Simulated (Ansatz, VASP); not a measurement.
# MoS2 in VASP and in Ansatz

INCAR

```
SYSTEM = MoS2
  PREC = Accurate
  ENCUT = 520
  EDIFF = 1E-7
  ISMEAR = 0
  SIGMA = 0.05
  LREAL = .False.
  LASPH = .True.
  NELM = 80
  ALGO = Normal
  ISIF = 2
  LWAVE = .False.
  LCHARG = .True.
  GGA = PE
  IVDW = 12
  LELF = .True.
  LVHAR = .True.
  NBANDS = 35
```

The input KPOINTS:

```
regular mesh
0
Gamma
  12 12 4
  0 0 0
```

The input POSCAR:

```
MoS2
1.0
    3.1493579417      0.0000000000      0.0000000000
   -1.5746789709      2.7274239831      0.0000000000
    0.0000000000      0.0000000000     12.0917670417
Mo S
2 4
Direct
    0.3333333333      0.6666666667      0.2500000000
    0.6666666667      0.3333333333      0.7500000000
    0.3333333333      0.6666666667      0.6238048362
    0.6666666667      0.3333333333      0.1238048362
    0.3333333333      0.6666666667      0.8761951638
    0.6666666667      0.3333333333      0.3761951638
```

Input for Ansatz:

```yaml
crystal:
  lattice:
    - [3.1493579417, 0.0, 0.0]
    - [-1.5746789709, 2.7274239831, 0.0]
    - [0.0, 0.0, 12.0917670417]
  atoms:
    - { symbol: Mo, position: [0.3333333333, 0.6666666667, 0.25] }
    - { symbol: Mo, position: [0.6666666667, 0.3333333333, 0.75] }
    - { symbol: S, position: [0.3333333333, 0.6666666667, 0.6238048362] }
    - { symbol: S, position: [0.6666666667, 0.3333333333, 0.1238048362] }
    - { symbol: S, position: [0.3333333333, 0.6666666667, 0.8761951638] }
    - { symbol: S, position: [0.6666666667, 0.3333333333, 0.3761951638] }
basis:
  ecutwfc: 420
kpoints:
  mp_grid: { grid: [12, 12, 4] }
hamiltonian:
  xc: pbe
  pseudopotentials: { kind: paw, azcp: { folder: soft_1 } }
  dispersion: d3bj
scf:
  occupations: { method: gaussian, width: 0.05 }
output:
  forces: true
  stress: true
  eigenvalues: true
  write_density: true
  write_potential: true
  elf: true
  volumetric_format: npy
```

Change from the starting cell: mode 10 frozen in at +0.000 Å and mode 16 at +0.040 Å (largest displacements).

Alike in both runs: task single point; functional PBE; dispersion D3(BJ); k mesh 12 × 12 × 4; occupations gaussian, width 0.05 eV; no spin polarisation.

|  | VASP | Ansatz |
| --- | --- | --- |
| version | VASP 6.6.1 | Ansatz 0.2.0 |
| potentials or method | VASP PAW PBE potentials, release 64 (Mo_sv, S) | scalar-relativistic, plane waves, PAW |
| plane-wave cutoff (eV) | 520 | 420 |
| valence electrons in the cell | 52 | 52 |

```csv
,VASP,Ansatz,Ansatz less VASP
gap on the k mesh at the Fermi level (eV),0.83,0.82,-0.015
least direct gap on the mesh (eV),1.65,1.64,-0.004
pressure (GPa),4.0,4.2,+0.16
largest component of the traceless stress (GPa),2.94,2.98,+0.043
rms of the force components (eV/Å),0.384,0.393,+0.0083
```

Atom by atom the forces differ by 0.008 eV/Å (rms over components).

A k mesh can miss the band edges.
